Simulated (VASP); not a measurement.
# ZnSe (F-43m) in VASP: notebook

Runs on ZnSe. Level: PBE. Tasks: relaxation of cell and atoms.

Program: VASP 6.6.1. These are calculated values, not measurements. Logs are shortened: lines on timing, memory, paths and dates and some standing lists are left out, and cuts for length are marked.

## 1. Starting point

Symmetry: F-43m, No. 216, cubic system. The conventional cell has a = 5.668 Å, b = 5.668 Å, c = 5.668 Å, α = 90.00°, β = 90.00°, γ = 90.00°. Around Zn (site symmetry -43m) lie 4 Se at 2.45 Å. Se (site symmetry -43m) has 4 Zn at 2.45 Å as nearest neighbours.

## 2. Relaxation of cell and atoms, PBE

Contents of INCAR:

```
SYSTEM = ZnSe
ALGO = Normal
EDIFF = 1E-6
EDIFFG = -0.01
ENCUT = 520
GGA = PE
IBRION = 2
ISIF = 3
ISMEAR = 0
LASPH = .TRUE.
LCHARG = .FALSE.
LREAL = .FALSE.
LWAVE = .FALSE.
NELM = 120
NSW = 90
PREC = Accurate
SIGMA = 0.1
```

Contents of KPOINTS:

```
k-points
0
G
  8 8 8
  0 0 0
```

Contents of POSCAR:

```
ZnSe
1.0
    0.0000000000      2.8338000000      2.8338000000
    2.8338000000      0.0000000000      2.8338000000
    2.8338000000      2.8338000000      0.0000000000
Zn Se
1 1
Direct
    0.0000000000      0.0000000000      0.0000000000
    0.7500000000      0.7500000000      0.7500000000
```

Potentials or basis: VASP PAW PBE potentials, release 64 (Zn, Se).

The run is started by

```bash
> cat potpaw_PBE.64/Zn/POTCAR potpaw_PBE.64/Se/POTCAR > POTCAR
> mpirun -np 1 vasp_std > vasp.out
```

OUTCAR:

```text
SYSTEM = ZnSe
   EDIFF = 1E-6
   EDIFFG = -0.01
   ENCUT = 520
   GGA = PE
   IBRION = 2
   ISIF = 3
   ISMEAR = 0
   LASPH = .TRUE.
   LREAL = .FALSE.
   NELM = 120
   NSW = 90
   PREC = Accurate

 ion  position               nearest neighbor table
   1  0.000  0.000  0.000-   2 2.45   2 2.45   2 2.45   2 2.45
   2  0.750  0.750  0.750-   1 2.45   1 2.45   1 2.45   1 2.45

  LATTYP: Found a face centered cubic cell.
 ALAT       =     5.6676000000

  Lattice vectors:

 A1 = (   0.0000000000,   2.8338000000,   2.8338000000)
 A2 = (   2.8338000000,   0.0000000000,   2.8338000000)
 A3 = (   2.8338000000,   2.8338000000,   0.0000000000)

Analysis of symmetry for initial positions (statically):
=====================================================================
 Subroutine PRICEL returns:
 Original cell was already a primitive cell.

 Routine SETGRP: Setting up the symmetry group for a
 face centered cubic supercell.

 Subroutine GETGRP returns: Found 24 space group operations
 (whereof 24 operations were pure point group operations)
 out of a pool of 48 trial point group operations.

The static configuration has the point symmetry T_d .

Analysis of symmetry for dynamics (positions and initial velocities):
=====================================================================
 Subroutine PRICEL returns:
 Original cell was already a primitive cell.

 Routine SETGRP: Setting up the symmetry group for a
 face centered cubic supercell.

 Subroutine GETGRP returns: Found 24 space group operations
 (whereof 24 operations were pure point group operations)
 out of a pool of 48 trial point group operations.

The dynamic configuration has the point symmetry T_d .

 Subroutine INISYM returns: Found 24 space group operations
 (whereof 24 operations are pure point group operations),
 and found     1 'primitive' translations

----------------------------------------------------------------------------------------

                                     Primitive cell

  volume of cell :      45.5132

  direct lattice vectors                    reciprocal lattice vectors
     0.000000000  2.833800000  2.833800000    -0.176441527  0.176441527  0.176441527
     2.833800000  0.000000000  2.833800000     0.176441527 -0.176441527  0.176441527
     2.833800000  2.833800000  0.000000000     0.176441527  0.176441527 -0.176441527

  length of vectors
     4.007598393  4.007598393  4.007598393     0.305605690  0.305605690  0.305605690

  position of ions in fractional coordinates (direct lattice)
     0.000000000  0.000000000  0.000000000
     0.750000000  0.750000000  0.750000000

  ion indices of the primitive-cell ions
[... 101 lines left out ...]
   LHFCALC =     F    Hartree Fock is set to
   AEXX    =    0.0000 exact exchange contribution
   IVDW    =     0    specifies the selected vdW correction
   LEPSILON=     F    determine dielectric tensor
   LRPA    =     F    only Hartree local field effects (RPA)
 conjugate gradient relaxation of ions
 non-spin polarized calculation
 Gauss-broadening in eV      SIGMA  =   0.10
  energy-cutoff  :      520.00
  volume of cell :       45.51
 maximum number of plane-waves:      1243
 NGX is ok and might be reduce to    30
   NGX = 15   NGY = 15   NGZ = 15

--------------------------------------- Ionic step        1  -------------------------------------------

 number of electron      18.0000012 magnetization

 Free energy of the ion-electron system (eV)
  ---------------------------------------------------
  ext. energy  EPLUGINS =         0.00000000
  ---------------------------------------------------
  free energy    TOTEN  =        -6.02011771 eV

  energy without entropy =       -6.02011771  energy(sigma->0) =       -6.02011771

------------------------ aborting loop because EDIFF is reached ----------------------------------------

  FORCE on cell =-STRESS in cart. coord.  units (eV):
  Direction    XX          YY          ZZ          XY          YZ          ZX
  --------------------------------------------------------------------------------------
  -------------------------------------------------------------------------------------
  Total        0.6700323      0.6700323      0.6700323     -0.0000000     -0.0000000     -0.0000000
  in kB       23.5867845     23.5867845     23.5867845     -0.0000000     -0.0000000     -0.0000000
  external PRESSURE =      23.5867845 kB  Pullay stress =       0.0000000 kB
[... 95 lines left out ...]
--------------------------------------- Ionic step        4  -------------------------------------------

 number of electron      18.0000015 magnetization

 Free energy of the ion-electron system (eV)
  ---------------------------------------------------
  ext. energy  EPLUGINS =         0.00000000
  ---------------------------------------------------
  free energy    TOTEN  =        -6.03248818 eV

  energy without entropy =       -6.03248818  energy(sigma->0) =       -6.03248818

 E-fermi :   1.7612     XC(G=0):  -9.1429

 val. band max:        1.2831106233   @ k =   0.0000   0.0000   0.0000
 cond. band min:       2.4168362341   @ k =   0.0000   0.0000   0.0000
 fundamental gap:      1.1337256107
 Fermi energy:         1.7611623687

 k-point     1 :       0.0000    0.0000    0.0000
  band No.  band energies     occupation
      1     -11.7312      2.00000
      2      -5.1274      2.00000
      3      -5.1274      2.00000
      4      -5.1274      2.00000
      5      -4.7925      2.00000
      6      -4.7925      2.00000
      7       1.2831      2.00000
      8       1.2831      2.00000
      9       1.2831      2.00000
     10       2.4168      0.00000
     11       7.0937      0.00000
     12       7.0937      0.00000
     13       7.0938      0.00000
[... 354 lines left out ...]
  band No.  band energies     occupation
      1     -10.8873      2.00000
      2      -5.0300      2.00000
      3      -4.9986      2.00000
      4      -4.8187      2.00000
      5      -4.7855      2.00000
      6      -4.6011      2.00000
      7      -3.3929      2.00000
      8      -0.9927      2.00000
      9      -0.0852      2.00000
     10       5.3934      0.00000
     11       6.8607      0.00000
     12       8.5903      0.00000
     13       9.8257      0.00000

 [... further k-points ...]

------------------------ aborting loop because EDIFF is reached ----------------------------------------

  FORCE on cell =-STRESS in cart. coord.  units (eV):
  Direction    XX          YY          ZZ          XY          YZ          ZX
  --------------------------------------------------------------------------------------
  -------------------------------------------------------------------------------------
  Total       -0.0177298     -0.0177298     -0.0177298      0.0000000     -0.0000000      0.0000000
  in kB       -0.6000166     -0.6000166     -0.6000166      0.0000000     -0.0000000      0.0000000
  external PRESSURE =      -0.6000166 kB  Pullay stress =       0.0000000 kB
[... 17 lines left out ...]
  FREE ENERGIE OF THE ION-ELECTRON SYSTEM (eV)
  ---------------------------------------------------
  free  energy   TOTEN  =        -6.0324881833 eV

  energy  without entropy=       -6.0324881833  energy(sigma->0) =       -6.03248818

 reached required accuracy - stopping structural energy minimisation
```

CONTCAR:

```text
ZnSe
   1.00000000000000
    -0.0000000000000000    2.8712670425888667    2.8712670425888667
     2.8712670425888667    0.0000000000000000    2.8712670425888667
     2.8712670425888667    2.8712670425888667   -0.0000000000000000
  Zn              Se
     1     1
Direct
     1.0000000000000000    1.0000000000000000    0.0000000000000000
     0.7500000000000000    0.7500000000000000    0.7500000000000000

  0.00000000E+00  0.00000000E+00  0.00000000E+00
  0.00000000E+00  0.00000000E+00  0.00000000E+00
```

It took 22 s on 1 thread of Intel Xeon 6975P-C (Granite Rapids), shared host; peak memory 0.18 GiB.

Results:

- Free energy: -6.0325 eV
- Relaxed volume: 23.67 Å³/atom
- Relaxed cell: a = 4.061 Å, b = 4.061 Å, c = 4.061 Å, α = 60.00°, β = 60.00°, γ = 60.00°
- Space group after relaxing (to 0.05 Å): F-43m (No. 216)
- Energy gained by relaxing: 6.2 meV/atom
- Ionic steps: 4
- Pressure after relaxing: -0.1 GPa
- Band gap on the k mesh: 1.13 eV, direct

Step by step:
```
step  energy change (eV)  largest force (eV/Å)  pressure (GPa)  volume (Å³)
   1              0.0000                0.0000            2.36        45.51
   2             -0.0115                0.0000           -0.57        47.76
   3             -0.0124                0.0000            0.11        47.26
   4             -0.0124                0.0000           -0.06        47.34
```

Final structure:
```xyz
2
Lattice="0.0000 2.8713 2.8713 2.8713 0.0000 2.8713 2.8713 2.8713 0.0000" Properties=species:S:1:pos:R:3 pbc="T T T"
Zn    2.8713    2.8713    5.7425
Se    4.3069    4.3069    4.3069
```

PBE gaps usually lie below the measured ones, often by a third to a half. PBE usually gives volumes a little too large and moduli too small.

## 3. Relaxation of cell and atoms, PBE

This run uses another cell than the first one, of 23.67 Å³/atom, 1.040 times its volume.

Changes to INCAR since step 2:

```diff
@@ -2,4 +2,4 @@
 ALGO = Normal
-EDIFF = 1E-6
-EDIFFG = -0.01
+EDIFF = 1E-7
+EDIFFG = -0.005
 ENCUT = 520
@@ -14,3 +14,4 @@
 NELM = 120
-NSW = 90
+NSW = 60
+POTIM = 0.3
 PREC = Accurate
```

KPOINTS is that of step 2.

Contents of POSCAR:

```
ZnSe                                    
1.0
   -0.0000000000      2.8712670426      2.8712670426
    2.8712670426      0.0000000000      2.8712670426
    2.8712670426      2.8712670426     -0.0000000000
  Zn              Se            
     1     1
Direct
     1.0000000000000000    1.0000000000000000    0.0000000000000000
     0.7500000000000000    0.7500000000000000    0.7500000000000000
```

Potentials or basis: VASP PAW PBE potentials, release 64 (Zn, Se).

The run is started by

```bash
> cat potpaw_PBE.64/Zn/POTCAR potpaw_PBE.64/Se/POTCAR > POTCAR
> mpirun -np 1 vasp_std > vasp.out
```

Run time: 16 s. Hardware: 1 thread of Intel Xeon 6975P-C (Granite Rapids), shared host; peak memory 0.17 GiB.

It converged, with:

```
Free energy                            : -6.0326 eV
Relaxed volume                         : 23.64 Å³/atom
Relaxed cell                           : a = 4.059 Å, b = 4.059 Å, c = 4.059 Å, α = 60.00°, β = 60.00°, γ = 60.00°
Space group after relaxing (to 0.05 Å) : F-43m (No. 216)
Energy gained by relaxing              : 0.0 meV/atom
Ionic steps                            : 3
Pressure after relaxing                : 0.0 GPa
Band gap on the k mesh                 : 1.14 eV, direct
```

Final structure:
```cif
data_structure
_symmetry_space_group_name_H-M 'P 1'
_symmetry_Int_Tables_number 1
_cell_length_a 4.0587
_cell_length_b 4.0587
_cell_length_c 4.0587
_cell_angle_alpha 60.000
_cell_angle_beta 60.000
_cell_angle_gamma 60.000
_cell_volume 47.28
loop_
_atom_site_label
_atom_site_type_symbol
_atom_site_fract_x
_atom_site_fract_y
_atom_site_fract_z
_atom_site_occupancy
Zn1 Zn 0.00000 0.00000 0.00000 1
Se1 Se 0.75000 0.75000 0.75000 1
```

Levels at points of the mesh, in eV from the valence-band top:
| k point | band 5 | band 6 | band 7 | band 8 | band 9 | band 10 | band 11 | band 12 | band 13 |
| --- | --- | --- | --- | --- | --- | --- | --- | --- | --- |
| (0.00, 0.00, 0.00) | -6.08 | -6.08 | 0.00 | 0.00 | 0.00 | 1.14 | 5.81 | 5.81 | 5.81 |
| (0.50, 0.00, 0.00) | -6.06 | -5.93 | -4.99 | -0.81 | -0.81 | 2.48 | 6.39 | 6.39 | 8.47 |
| (0.50, 0.50, 0.00) | -6.04 | -5.91 | -4.59 | -2.05 | -2.05 | 3.07 | 3.46 | 10.47 | 10.99 |

Expect the measured gap to be larger: semilocal functionals such as PBE lack the derivative discontinuity.
